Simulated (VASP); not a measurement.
# InAs in VASP: further runs, part 2 of 2

VASP 6.6.1. Earlier steps stand in the parts before.

### Step 3. Relaxation of the atoms, PBEsol

INCAR

```
SYSTEM = InAs
PREC = Accurate
ENCUT = 520
EDIFF = 1E-6
ISMEAR = 0
SIGMA = 0.03
LREAL = .FALSE.
LASPH = .TRUE.
NELM = 80
ALGO = Normal
ISIF = 2
LWAVE = .FALSE.
LCHARG = .FALSE.
LDIPOL = .TRUE.
IDIPOL = 3
DIPOL = 0.5 0.5 0.500
GGA = PS
IBRION = 2
NSW = 80
EDIFFG = -0.02
```

KPOINTS

```
regular mesh
0
G
  6 5 1
  0 0 0
```

POSCAR

```
InAs
1.0
    4.3069223500      0.0000000000      0.0000000000
    0.0000000000      6.0909080000      0.0000000000
    0.0000000000      0.0000000000     27.9207670500
In As
7 7
Direct
    0.5000000000      0.5000000000      0.2686172600
    0.0000000000      0.0000000000      0.3457448400
    0.5000000000      0.5000000000      0.4228724200
    0.0000000000      0.0000000000      0.5000000000
    0.5000000000      0.5000000000      0.5771275800
    0.0000000000      0.0000000000      0.6542551600
    0.5000000000      0.5000000000      0.7313827400
    0.0000000000      0.7500000000      0.2686172600
    0.5000000000      0.2500000000      0.3457448400
    0.0000000000      0.7500000000      0.4228724200
    0.5000000000      0.2500000000      0.5000000000
    0.0000000000      0.7500000000      0.5771275800
    0.5000000000      0.2500000000      0.6542551600
    0.0000000000      0.7500000000      0.7313827400
```

Potentials or basis: VASP PAW PBE potentials, release 64 (In_d, As).

Run with:

```sh
$ cat potpaw_PBE.64/In_d/POTCAR potpaw_PBE.64/As/POTCAR > POTCAR
$ mpirun -np 4 vasp_std > vasp.out
```

OUTCAR:

```text
SYSTEM = InAs
   PREC = Accurate
   ENCUT = 520
   EDIFF = 1E-6
   ISMEAR = 0
   LREAL = .FALSE.
   LASPH = .TRUE.
   NELM = 80
   ISIF = 2
   GGA = PS
   IBRION = 2
   NSW = 80
   EDIFFG = -0.02

 ion  position               nearest neighbor table
   1  0.500  0.500  0.269-   8 2.64   8 2.64   9 2.64
   2  0.000  0.000  0.346-   9 2.64   9 2.64  10 2.64   8 2.64
   3  0.500  0.500  0.423-  10 2.64  10 2.64   9 2.64  11 2.64
   4  0.000  0.000  0.500-  11 2.64  11 2.64  12 2.64  10 2.64
   5  0.500  0.500  0.577-  12 2.64  12 2.64  13 2.64  11 2.64
   6  0.000  0.000  0.654-  13 2.64  13 2.64  12 2.64  14 2.64
   7  0.500  0.500  0.731-  14 2.64  14 2.64  13 2.64
   8  0.000  0.750  0.269-   1 2.64   1 2.64   2 2.64
   9  0.500  0.250  0.346-   2 2.64   2 2.64   3 2.64   1 2.64
  10  0.000  0.750  0.423-   3 2.64   3 2.64   2 2.64   4 2.64
  11  0.500  0.250  0.500-   4 2.64   4 2.64   5 2.64   3 2.64
  12  0.000  0.750  0.577-   5 2.64   5 2.64   6 2.64   4 2.64
  13  0.500  0.250  0.654-   6 2.64   6 2.64   5 2.64   7 2.64
  14  0.000  0.750  0.731-   7 2.64   7 2.64   6 2.64

  LATTYP: Found a simple orthorhombic cell.
 ALAT       =     4.3069223500
 B/A-ratio  =     1.4142135625
 C/A-ratio  =     6.4827653672

  Lattice vectors:

 A1 = (   4.3069223500,   0.0000000000,   0.0000000000)
 A2 = (   0.0000000000,   6.0909080000,   0.0000000000)
 A3 = (   0.0000000000,   0.0000000000,  27.9207670500)

Analysis of symmetry for initial positions (statically):
=====================================================================
 Subroutine PRICEL returns:
 Original cell was already a primitive cell.

 Routine SETGRP: Setting up the symmetry group for a
 simple orthorhombic supercell.

 Subroutine GETGRP returns: Found  4 space group operations
 (whereof  4 operations were pure point group operations)
[... 313 lines left out ...]
  FREE ENERGIE OF THE ION-ELECTRON SYSTEM (eV)
  ---------------------------------------------------
  free  energy   TOTEN  =       -57.0416163902 eV

  energy  without entropy=      -57.0416163902  energy(sigma->0) =      -57.04161639

[... ionic steps 4 to 17 ...]

--------------------------------------- Ionic step       18  -------------------------------------------

 number of electron     126.0000012 magnetization

------------------------ aborting loop because EDIFF is reached ----------------------------------------
[... 43 lines left out ...]
--------------------------------------- Ionic step       19  -------------------------------------------

 number of electron     126.0000012 magnetization

 dipolmoment           0.000000      0.000000     -0.000000 electrons x Angstroem

------------------------ aborting loop because EDIFF is reached ----------------------------------------

  FORCE on cell =-STRESS in cart. coord.  units (eV):
  Direction    XX          YY          ZZ          XY          YZ          ZX
  --------------------------------------------------------------------------------------
  -------------------------------------------------------------------------------------
  Total       -2.1911591     -1.2682263     -0.4050496      0.0000000      0.0000000      0.0000000
  in kB       -4.7930070     -2.7741561     -0.8860176      0.0000000      0.0000000      0.0000000
  external PRESSURE =      -2.8177269 kB  Pullay stress =       0.0000000 kB
[... 35 lines left out ...]
--------------------------------------- Ionic step       20  -------------------------------------------

 number of electron     126.0000012 magnetization

 dipolmoment           0.000000      0.000000      0.000000 electrons x Angstroem

 Free energy of the ion-electron system (eV)
  ---------------------------------------------------
  ext. energy  EPLUGINS =         0.00000000
  ---------------------------------------------------
  free energy    TOTEN  =       -57.61865559 eV

  energy without entropy =      -57.61865559  energy(sigma->0) =      -57.61865559

 E-fermi :   0.1500     XC(G=0):  -5.4019

 val. band max:        0.0192128025   @ k =   0.0000   0.0000   0.0000
 cond. band min:       0.4627318144   @ k =   0.0000   0.0000   0.0000
 fundamental gap:      0.4435190119
 Fermi energy:         0.1499504246

 k-point     1 :       0.0000    0.0000    0.0000
  band No.  band energies     occupation
      1     -14.4765      2.00000
      2     -14.4762      2.00000
      3     -14.4166      2.00000
      4     -14.4064      2.00000
      5     -14.3789      2.00000
      6     -14.3423      2.00000
[... 925 lines left out ...]
     74       3.9735      0.00000
     75       4.2883      0.00000
 [bands above 75 left out]

------------------------ aborting loop because EDIFF is reached ----------------------------------------

 vacuum level on the upper side and lower side of the slab       (xc-potential included)        -0.009        -0.009

  FORCE on cell =-STRESS in cart. coord.  units (eV):
  Direction    XX          YY          ZZ          XY          YZ          ZX
  --------------------------------------------------------------------------------------
  -------------------------------------------------------------------------------------
  Total       -2.1587675     -1.2084327     -0.3186795      0.0000000      0.0000000      0.0000000
  in kB       -4.7221528     -2.6433619     -0.6970891      0.0000000      0.0000000      0.0000000
  external PRESSURE =      -2.6875346 kB  Pullay stress =       0.0000000 kB
[... 29 lines left out ...]
  FREE ENERGIE OF THE ION-ELECTRON SYSTEM (eV)
  ---------------------------------------------------
  free  energy   TOTEN  =       -57.6186555916 eV

  energy  without entropy=      -57.6186555915  energy(sigma->0) =      -57.61865559

 reached required accuracy - stopping structural energy minimisation

 vacuum level on the upper side and lower side of the slab         4.855         4.855
```

CONTCAR:

```text
InAs
   1.00000000000000
     4.3069223499999998    0.0000000000000000    0.0000000000000000
     0.0000000000000000    6.0909079999999998    0.0000000000000000
     0.0000000000000000    0.0000000000000000   27.9207670499999985
  In              As
     7     7
Direct
     0.5000000000000000    0.5578968413579838    0.2861634459432778
[... 17 lines left out ...]
  0.00000000E+00  0.00000000E+00  0.00000000E+00
  0.00000000E+00  0.00000000E+00  0.00000000E+00
  0.00000000E+00  0.00000000E+00  0.00000000E+00
  0.00000000E+00  0.00000000E+00  0.00000000E+00
  0.00000000E+00  0.00000000E+00  0.00000000E+00
  0.00000000E+00  0.00000000E+00  0.00000000E+00
  0.00000000E+00  0.00000000E+00  0.00000000E+00
  0.00000000E+00  0.00000000E+00  0.00000000E+00
  0.00000000E+00  0.00000000E+00  0.00000000E+00
  0.00000000E+00  0.00000000E+00  0.00000000E+00
  0.00000000E+00  0.00000000E+00  0.00000000E+00
```

It took 51 min on 4 MPI ranks of Intel Xeon Platinum 8488C (Sapphire Rapids), shared host; peak memory 0.4 GiB.

Results:

```yaml
Free_energy: -57.6187 eV
Energy_gained_by_relaxing: 92.6 meV/atom
Ionic_steps: 20
Largest_force_after_relaxing: 0.015 eV/Å
Band_gap_on_the_k_mesh: 0.44 eV, direct
```

Forces in eV/Å, atoms in the order of the input:
```
In   0.000 -0.003  0.008
In   0.000  0.007  0.011
In   0.000  0.000  0.004
In   0.000  0.006  0.000
In   0.000  0.000 -0.004
In   0.000  0.007 -0.011
In   0.000 -0.003 -0.008
As   0.000  0.001  0.007
As   0.000 -0.003 -0.015
As   0.000 -0.007  0.011
As   0.000  0.005  0.000
As   0.000 -0.007 -0.011
As   0.000 -0.003  0.015
As   0.000  0.001 -0.007
```

Step by step:
| step | energy change (eV) | largest force (eV/Å) | pressure (GPa) |
| --- | --- | --- | --- |
| 1 | 0.0000 | 1.3819 | -0.23 |
| 2 | -0.3172 | 1.1554 | -0.20 |
| 3 | -0.7188 | 0.8943 | -0.11 |
| 4 | -1.0199 | 0.6601 | -0.28 |
| 5 | -1.2042 | 0.4707 | -0.54 |
| 6 | -1.2583 | 0.2432 | -0.46 |
| 7 | -1.2583 | 0.2407 | -0.46 |
| 8 | -1.2716 | 0.1696 | -0.44 |
| 9 | -1.2751 | 0.1710 | -0.41 |
| 10 | -1.2837 | 0.1088 | -0.38 |
| 11 | -1.2853 | 0.1039 | -0.36 |
| 12 | -1.2901 | 0.0838 | -0.33 |
| 13 | -1.2910 | 0.0795 | -0.31 |
| 14 | -1.2939 | 0.0546 | -0.30 |
| 15 | -1.2939 | 0.0562 | -0.28 |
| 16 | -1.2952 | 0.0226 | -0.30 |
| 17 | -1.2953 | 0.0293 | -0.29 |
| 18 | -1.2956 | 0.0235 | -0.28 |
| 19 | -1.2956 | 0.0241 | -0.28 |
| 20 | -1.2959 | 0.0155 | -0.27 |

Final structure:
```cif
data_structure
_symmetry_space_group_name_H-M 'P 1'
_symmetry_Int_Tables_number 1
_cell_length_a 4.3069
_cell_length_b 6.0909
_cell_length_c 27.9208
_cell_angle_alpha 90.000
_cell_angle_beta 90.000
_cell_angle_gamma 90.000
_cell_volume 732.45
loop_
_atom_site_label
_atom_site_type_symbol
_atom_site_fract_x
_atom_site_fract_y
_atom_site_fract_z
_atom_site_occupancy
In1 In 0.50000 0.55790 0.28616 1
In2 In 0.00000 0.98124 0.34168 1
In3 In 0.50000 0.48767 0.42381 1
In4 In 0.00000 0.98353 0.50000 1
In5 In 0.50000 0.48767 0.57619 1
In6 In 0.00000 0.98124 0.65832 1
In7 In 0.50000 0.55790 0.71384 1
As1 As 0.00000 0.76712 0.25891 1
As2 As 0.50000 0.23223 0.34682 1
As3 As 0.00000 0.73998 0.42158 1
As4 As 0.50000 0.23419 0.50000 1
As5 As 0.00000 0.73998 0.57842 1
As6 As 0.50000 0.23223 0.65318 1
As7 As 0.00000 0.76712 0.74109 1
```

Levels at points of the mesh, in eV from the valence-band top:
```tsv
k point	band 60	band 61	band 62	band 63	band 64	band 65	band 66	band 67
(0.00, 0.00, 0.00)	-0.36	-0.31	-0.15	0.00	0.44	1.31	1.56	1.71
(0.50, 0.00, 0.00)	-1.51	-1.26	-1.14	-0.89	0.83	1.13	1.90	2.03
```

Caveat: the PAW data sets were made with another functional, which shifts forces and pressure a little; spin-orbit coupling is left out, which moves the levels of the heavy elements.

### Step 4. Single point, PBEsol

INCAR

```
PREC = Accurate
ENCUT = 520
EDIFF = 1E-6
ISMEAR = 0
SIGMA = 0.03
LREAL = F
LASPH = T
NELM = 80
ALGO = Fast
ISIF = 2
LWAVE = F
LCHARG = F
LDIPOL = T
IDIPOL = 3
DIPOL = 0.5 0.5 0.500
GGA = PS
LVHAR = T
LVACPOTAV = T
ICORELEVEL = 1
```

KPOINTS

```
regular mesh
0
Gamma
  6 5 1
```

POSCAR

```
InAs                                    
1.0
    4.3069223500      0.0000000000      0.0000000000
    0.0000000000      6.0909080000      0.0000000000
    0.0000000000      0.0000000000     27.9207670500
  In              As            
     7     7
Direct
     0.5000000000000000    0.5578968413579838    0.2861634459432778
     0.0000000000000000    0.9812423301752863    0.3416814540445020
     0.5000000000000000    0.4876693633780390    0.4238107036150096
     0.0000000000000000    0.9835301381848767    0.5000000000000000
     0.5000000000000000    0.4876693633780390    0.5761892963849905
     0.0000000000000000    0.9812423301752863    0.6583185459554978
     0.5000000000000000    0.5578968413579838    0.7138365540567224
     1.0000000000000000    0.7671165824251142    0.2589082214200144
     0.5000000000000000    0.2322278335590026    0.3468220587583781
     1.0000000000000000    0.7399849004540845    0.4215758123991794
     0.5000000000000000    0.2341941591161027    0.5000000000000000
     1.0000000000000000    0.7399849004540845    0.5784241876008204
     0.5000000000000000    0.2322278335590026    0.6531779412416217
     1.0000000000000000    0.7671165824251142    0.7410917785799855
```

Run with:

```sh
$ cat potpaw_PBE.64/In_d/POTCAR potpaw_PBE.64/As/POTCAR > POTCAR
$ mpirun -np 4 vasp_std > vasp.out
```

It took 6.5 min on 4 MPI ranks of Intel Xeon Platinum 8488C (Sapphire Rapids), shared host; peak memory 0.41 GiB.

The run converged. Its results:

| Quantity | Value |
| --- | --- |
| Free energy | -57.6187 eV |
| Largest force | 0.015 eV/Å |
| Band gap on the k mesh | 0.44 eV, direct |
| Ionisation potential of the upper face | 4.84 eV |

Forces in eV/Å, atoms in the order of the input:
```
In   0.000 -0.003  0.008
In   0.000  0.007  0.013
In   0.000 -0.001  0.004
In   0.000  0.006  0.000
In   0.000 -0.001 -0.004
In   0.000  0.007 -0.013
In   0.000 -0.003 -0.008
As   0.000  0.001  0.007
As   0.000 -0.003 -0.015
As   0.000 -0.007  0.010
As   0.000  0.005  0.000
As   0.000 -0.007 -0.010
As   0.000 -0.003  0.015
As   0.000  0.001 -0.007
```

Levels at points of the mesh, in eV from the valence-band top:
| k point | band 59 | band 60 | band 61 | band 62 | band 63 | band 64 | band 65 | band 66 | band 67 | band 68 |
| --- | --- | --- | --- | --- | --- | --- | --- | --- | --- | --- |
| (0.00, 0.00, 0.00) | -0.46 | -0.36 | -0.31 | -0.15 | 0.00 | 0.44 | 1.31 | 1.56 | 1.71 | 1.80 |
| (0.50, 0.00, 0.00) | -1.59 | -1.51 | -1.26 | -1.14 | -0.89 | 0.83 | 1.13 | 1.91 | 2.03 | 2.12 |

Core levels (eV, on the scale of the bands):
```csv
atom,levels
1 In,"1s -27743.7, 2s -4150.2, 2p -3724.2, 3s -784.1, 3p -644.6, 3d -428.3, 4s -115.3, 4p -73.8"
2 In,"1s -27743.5, 2s -4150.0, 2p -3724.0, 3s -783.9, 3p -644.4, 3d -428.1, 4s -115.1, 4p -73.6"
3 In,"1s -27743.5, 2s -4150.0, 2p -3724.0, 3s -783.9, 3p -644.5, 3d -428.1, 4s -115.2, 4p -73.6"
4 In,"1s -27743.5, 2s -4150.0, 2p -3724.0, 3s -783.9, 3p -644.5, 3d -428.1, 4s -115.2, 4p -73.6"
5 In,"1s -27743.5, 2s -4150.0, 2p -3724.0, 3s -783.9, 3p -644.5, 3d -428.1, 4s -115.2, 4p -73.6"
6 In,"1s -27743.5, 2s -4150.0, 2p -3724.0, 3s -783.9, 3p -644.4, 3d -428.1, 4s -115.1, 4p -73.6"
```

Caveat: the PAW data sets were made with another functional, which shifts forces and pressure a little; spin-orbit coupling is left out, which moves the levels of the heavy elements.
